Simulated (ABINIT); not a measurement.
# NaI in ABINIT: the effect of functional

Crystal: NaI.

```xyz
2
Lattice="0.0000 3.2364 3.2364 3.2364 0.0000 3.2364 3.2364 3.2364 0.0000" Properties=species:S:1:pos:R:3 pbc="T T T"
I     3.2364    3.2364    3.2364
Na    0.0000    0.0000    0.0000
```

Alike in all runs:

- Program: ABINIT 10.8.3 (patched build)
- Task: band structure
- k mesh: 7 × 7 × 7
- Occupations: fermi-dirac, width 0.05 eV
- Spin: no spin polarisation

```tsv
functional	potentials or basis	cutoff	gap on the mesh (eV)	pressure (GPa)
PBEsol	PseudoDojo NC SR PBEsol v0.4.1 standard	1197 eV	3.51	-0.5
LDA	JTH PAW LDA v2.0	1088 eV	3.33	-1.6
r2SCAN	JTH PAW PBE v2.0	1306 eV	?	?
```

Q: What does the run with functional r2SCAN give?

A: gap on the mesh 4.42 eV; pressure 0.0 GPa.

Caveats: spin-orbit coupling is left out, which moves the levels of the heavy elements; the PAW data sets were made with another functional, which shifts forces and pressure a little (some runs).

Runs at the PBE level aren't shown here.
